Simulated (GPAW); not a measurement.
# Nb (Im-3m) in GPAW: single point with PBE

Aim: the single point of Nb with PBE.

All numbers are computed with GPAW 26.7.0; they aren't measurements. Logs are shortened: lines on timing, memory, paths and dates and some standing lists are left out, and cuts for length are marked. The log counts tension as positive stress, the text compression.

### 1 The structure

Symmetry: Im-3m, No. 229, cubic system. The conventional cell has a = 3.328 Å, b = 3.328 Å, c = 3.328 Å, α = 90.00°, β = 90.00°, γ = 90.00°. Nb (site symmetry m-3m) has 8 Nb at 2.88 Å as nearest neighbours.

### 2 Single point, PBE

run.py

```python
from ase.dft.bandgap import bandgap
from ase.io import write
from ase.spacegroup import crystal
from ase.units import GPa
from gpaw import GPAW, PW

# Nb 2a
atoms = crystal(['Nb'],
                basis=[[0.0, 0.0, 0.0]],
                spacegroup=229, setting=1,  # Im-3m
                cellpar=[3.3279, 3.3279, 3.3279, 90.0, 90.0, 90.0],
                primitive_cell=True)

calc = GPAW(mode=PW(500),
            xc='PBE',
            kpts={'size': (9, 9, 9), 'gamma': True},
            occupations={'name': 'fermi-dirac', 'width': 0.05},
            setups={'Nb': '5'},
            nbands=-9,
            maxiter=120,
            txt='gpaw.txt')
atoms.calc = calc
energy = atoms.get_potential_energy()
forces = atoms.get_forces()
stress = atoms.get_stress()
calc.write('gs.gpw')
write('result.traj', atoms)
print(f'Energy: {energy:.6f} eV')
print('Forces (eV/A):')
print(forces.round(4))
print('Stress (GPa):', (stress / GPa).round(3))
print('Fermi level:', round(calc.get_fermi_level(), 4), 'eV')
print(f'Gap: {bandgap(calc)[0]:.4f} eV, direct: {bandgap(calc, direct=True)[0]:.4f} eV')
```

Potentials or basis: GPAW PAW data sets (gpaw-data 1.2.1), other valence, pw.

The run is started by

```bash
$ OMP_NUM_THREADS=1 python run.py
```

gpaw.txt:

```text
__  _  _
 | _ |_)|_||  |
 |__||  | ||/\| - 26.7.0

Input parameters:
  mode=PW(ecut=500.0),
  kpts=MonkhorstPack(size=(9, 9, 9), gamma=True),
  maxiter=120,
  nbands=-9,
  occupations=Occupations(name='fermi-dirac', width=0.05),
  setups={'Nb': '5'},
  xc=XC(name='PBE')

Diagonalizing LCAO Hamiltonian
Converting LCAO to pw mode

       Nb

Atoms  # Å, Bohr magnetons
|   | symbol |        x |        y |        z |    initial magnetic moments |
|---|--------|----------|----------|----------|-----------------------------|
| 0 |     Nb | 0.000000 | 0.000000 | 0.000000 | ( 0.0000,  0.0000,  0.0000) |

Unit cell  # Å
| periodic |         x |         y |         z |  lengths |     angles |
|----------|-----------|-----------|-----------|----------|------------|
|      yes | -1.663950 |  1.663950 |  1.663950 | 2.882046 | 109.471221 |
|      yes |  1.663950 | -1.663950 |  1.663950 | 2.882046 | 109.471221 |
|      yes |  1.663950 |  1.663950 | -1.663950 | 2.882046 | 109.471221 |

Number of symmetries: 48
Symmetry operations  # r_c * U_cc + t_c -> r_c
|    | kind |            matrix            |
|----|------|------------------------------|
|  0 |  σ   |  1, 1, 1,  0, 0,-1,  0,-1, 0 |
|  1 |  C4  |  1, 1, 1,  0, 0,-1, -1, 0, 0 |
|  2 |  C2  |  1, 1, 1,  0,-1, 0,  0, 0,-1 |
|  3 |  S6  |  1, 1, 1,  0,-1, 0, -1, 0, 0 |
|  4 |  S6  |  1, 1, 1, -1, 0, 0,  0, 0,-1 |
|  5 |  C4  |  1, 1, 1, -1, 0, 0,  0,-1, 0 |
|  6 |  E   |  1, 0, 0,  0, 1, 0,  0, 0, 1 |
|  7 |  σ   |  1, 0, 0,  0, 1, 0, -1,-1,-1 |
|  8 |  σ   |  1, 0, 0,  0, 0, 1,  0, 1, 0 |
|  9 |  C3  |  1, 0, 0,  0, 0, 1, -1,-1,-1 |
| 10 |  C3  |  1, 0, 0, -1,-1,-1,  0, 1, 0 |
| 11 |  σ   |  1, 0, 0, -1,-1,-1,  0, 0, 1 |
| 12 |  σ   |  0, 1, 0,  1, 0, 0,  0, 0, 1 |
| 13 |  C2  |  0, 1, 0,  1, 0, 0, -1,-1,-1 |
| 14 |  C3  |  0, 1, 0,  0, 0, 1,  1, 0, 0 |
| 15 |  S4  |  0, 1, 0,  0, 0, 1, -1,-1,-1 |
| 16 |  S4  |  0, 1, 0, -1,-1,-1,  1, 0, 0 |
| 17 |  C3  |  0, 1, 0, -1,-1,-1,  0, 0, 1 |
| 18 |  C3  |  0, 0, 1,  1, 0, 0,  0, 1, 0 |
| 19 |  S4  |  0, 0, 1,  1, 0, 0, -1,-1,-1 |
| 20 |  σ   |  0, 0, 1,  0, 1, 0,  1, 0, 0 |
| 21 |  C3  |  0, 0, 1,  0, 1, 0, -1,-1,-1 |
| 22 |  C2  |  0, 0, 1, -1,-1,-1,  1, 0, 0 |
| 23 |  S4  |  0, 0, 1, -1,-1,-1,  0, 1, 0 |
| 24 |  C4  |  0, 0,-1,  1, 1, 1,  0,-1, 0 |
| 25 |  σ   |  0, 0,-1,  1, 1, 1, -1, 0, 0 |
| 26 |  S6  |  0, 0,-1,  0,-1, 0,  1, 1, 1 |
| 27 |  C2  |  0, 0,-1,  0,-1, 0, -1, 0, 0 |
| 28 |  C4  |  0, 0,-1, -1, 0, 0,  1, 1, 1 |
| 29 |  S6  |  0, 0,-1, -1, 0, 0,  0,-1, 0 |
| 30 |  S6  |  0,-1, 0,  1, 1, 1,  0, 0,-1 |
| 31 |  C4  |  0,-1, 0,  1, 1, 1, -1, 0, 0 |
| 32 |  C4  |  0,-1, 0,  0, 0,-1,  1, 1, 1 |
| 33 |  S6  |  0,-1, 0,  0, 0,-1, -1, 0, 0 |
| 34 |  σ   |  0,-1, 0, -1, 0, 0,  1, 1, 1 |
| 35 |  C2  |  0,-1, 0, -1, 0, 0,  0, 0,-1 |
| 36 |  C2  | -1, 0, 0,  1, 1, 1,  0, 0,-1 |
| 37 |  S6  | -1, 0, 0,  1, 1, 1,  0,-1, 0 |
| 38 |  S6  | -1, 0, 0,  0, 0,-1,  1, 1, 1 |
| 39 |  C2  | -1, 0, 0,  0, 0,-1,  0,-1, 0 |
| 40 |  C2  | -1, 0, 0,  0,-1, 0,  1, 1, 1 |
| 41 |  i   | -1, 0, 0,  0,-1, 0,  0, 0,-1 |
| 42 |  S4  | -1,-1,-1,  1, 0, 0,  0, 1, 0 |
| 43 |  C3  | -1,-1,-1,  1, 0, 0,  0, 0, 1 |
| 44 |  C3  | -1,-1,-1,  0, 1, 0,  1, 0, 0 |
| 45 |  σ   | -1,-1,-1,  0, 1, 0,  0, 0, 1 |
| 46 |  S4  | -1,-1,-1,  0, 0, 1,  1, 0, 0 |
| 47 |  C2  | -1,-1,-1,  0, 0, 1,  0, 1, 0 |

BZ-sampling:
  Number of BZ points: 729
  Number of IBZ points: 35

  Monkhorst-Pack size: [9, 9, 9]
  Monkhorst-Pack shift: [0, 0, 0]

K-points  # in reciprocal-cell coordinates
|     |                                coordinates |     weight |
|-----|--------------------------------------------|------------|
|   0 | (  0.00000000,   0.00000000,   0.00000000) | 0.00137174 |
|   1 | (  0.11111111,   0.00000000,   0.00000000) | 0.01646091 |
|   2 | (  0.11111111,   0.11111111,  -0.11111111) | 0.00823045 |
|   3 | (  0.22222222,   0.00000000,  -0.11111111) | 0.03292181 |
|   4 | (  0.22222222,   0.00000000,   0.00000000) | 0.01646091 |
|   5 | (  0.22222222,   0.11111111,  -0.11111111) | 0.03292181 |
|   6 | (  0.22222222,   0.22222222,  -0.22222222) | 0.00823045 |
|   7 | (  0.33333333,  -0.11111111,  -0.11111111) | 0.01097394 |
|   8 | (  0.33333333,   0.00000000,  -0.11111111) | 0.06584362 |
|   9 | (  0.33333333,   0.00000000,   0.00000000) | 0.01646091 |
| ... |                                            |            |
|  34 | (  0.44444444,   0.44444444,   0.44444444) | 0.01097394 |

Plane wave coefficients: 477
Cutoff: 500.0 eV

Spin-components: 1 (collinear spins)
Bands:           11
Projectors:      6
Spin-degeneracy: 2
Datatype:        complex128

Parallelization:
  kpt:    1
  domain: 1
  band:   1

Density:
  Valence electrons: 5.0
  Components: 1
  Grid points: [15 15 15]
  Charge: 0.0  # |e|

Potential:
  Grid points: [15 15 15]

species:
  Nb:
    name:    Niobium
    Z:       41.0
    valence: 5
    core:    36
    charge:  0.0  # [|e|]
    compensation charges:
      type: gauss
      rc: 0.44  # [Å]
      lmax: 2
    cutoffs:
      filter: 2.73  # [Å]
      core: 3.66  # [Å]
    projectors
    | kind |    occ | energy [eV] | rcut [Å] |
    |------|--------|-------------|----------|
    |   5s |  1.000 |      -3.980 |    1.535 |
    |   5p |  0.000 |      -1.112 |    1.535 |
    |   4d |  4.000 |      -3.041 |    1.376 |
    |    s |        |      23.232 |    1.535 |
    |    p |        |      26.100 |    1.535 |
    |    d |        |      24.171 |    1.376 |

    Using partial waves for Nb as LCAO basis

Reference energy: -103906.147783  # eV

eigensolver:
  PPCG
  Converge bands: occupied
  niter=2

density mixing:
  MSR1-Mixer
  Pratt-step length: 0.05
  Maximum mixing coefficient: 0.75
  Old densities: 10
  SVD Regularization: 0.005
  Good broyden scale: 1.0
  Trust region scale: 1.0
  Backstep threshold: 4.0
  History deletion threshold: 6.0
  Fourier metric: weight=20.0, sigma=0.015

occupation numbers:
  Fermi-Dirac:
    width: 0.0500  # eV

poisson solver:
  ecut: 4000.0  # eV

xc functional:
  name: PBE with 2 nearest neighbor stencil

convergence criteria:
- Maximum [total energy] change in last 3 cyles: 0.0005 eV / valence electron
- Maximum integral of absolute [dens]ity change: 0.0001 electrons / valence electron
- Maximum integral of absolute [eigenst]ate change: 4e-08 eV^2 / valence electron
maximum number of iterations: 120

SCF iterations
|iter     | |      energy | eigst |  dens |
|---------|-|-------------|-------|-------|
|iter:   1| |  -10.717395 | -0.18 |       |
|iter:   2| |  -10.627696 | -2.50 | -0.63 |
|iter:   3| |  -10.091909 | -1.44 | -0.67 |
|iter:   4| |  -10.090504 | -2.13 | -1.52 |
|iter:   5| |  -10.096066 | -2.18 | -1.97 |
|iter:   6| |  -10.096396 | -4.02 | -2.66 |
|iter:   7| |  -10.096396c| -4.90 | -3.51 |
|iter:   8| |  -10.096398c| -5.47 | -3.82 |
|iter:   9| |  -10.096399c| -6.25 | -4.54c|
|iter:  10| |  -10.096399c| -6.98 | -5.08c|
|iter:  11| |  -10.096399c| -7.53c| -5.34c|

Converged in 11 steps
Energy contributions relative to reference atoms: (reference = -103906.147783)

Energy contributions:
  Kinetic:          -5.877620
  Coulomb:           0.743519
  Zero:              0.286031
  External:          0.000000
  Xc:               -5.242236
  Entropy:          -0.012185
  Spinorbit:         0.000000
  ----------------------------
  Free energy:     -10.102491
  Extrapolated:    -10.096399

dipole moment: (-4.491732, -4.491732, -4.491732)  # |e|*Ang

Fermi level: 9.552
Eigenvalues  # (at kpt = [0.000, 0.000, 0.000])
| band index |      eig [eV] | occ [0-2] |
|------------|---------------|-----------|
|          0 |         3.669 |     2.000 |
|          1 |         9.906 |     0.002 |
|          2 |         9.906 |     0.002 |
|          3 |         9.906 |     0.002 |
|          4 |        12.701 |     0.000 |
|          5 |        12.701 |     0.000 |
|          6 |        25.106 |     0.000 |
|          7 |        25.106 |     0.000 |
|          8 |        25.754 |     0.000 |
|        ... |               |           |
|         10 |        25.813 |     0.000 |

No gap
No difference between direct/indirect transitions

Forces  # eV/Ang
|       x |        y |        z |
|---------|----------|----------|
| 0.00000 | -0.00000 | -0.00000 |  # Nb   0

Stress tensor  # eV/Ang^3
|         x |         y |         z |
|-----------|-----------|-----------|
|  0.013032 |  0.000000 | -0.000000 |
|  0.000000 |  0.013032 | -0.000000 |
| -0.000000 | -0.000000 |  0.013032 |

# Writing to gs.gpw (mode='')
```

Run time: 5.8 s. Hardware: 1 thread of Arm Neoverse V1, shared host; peak memory 0.12 GiB.

Results:

| Quantity | Value |
| --- | --- |
| Free energy | -10.1025 eV |
| Pressure | -2.1 GPa |
| Band gap on the k mesh | none (metal or under the smearing width) |

Levels at points of the mesh, in eV from the Fermi level:
```
           k point  band 1  band 2  band 3  band 4  band 5  band 6  band 7
(0.00, 0.00, 0.00)   -5.88    0.35    0.35    0.35    3.15    3.15   15.55
```

Caveat: the cutoff is short for stress and forces, so pressures can be off by a GPa or more.
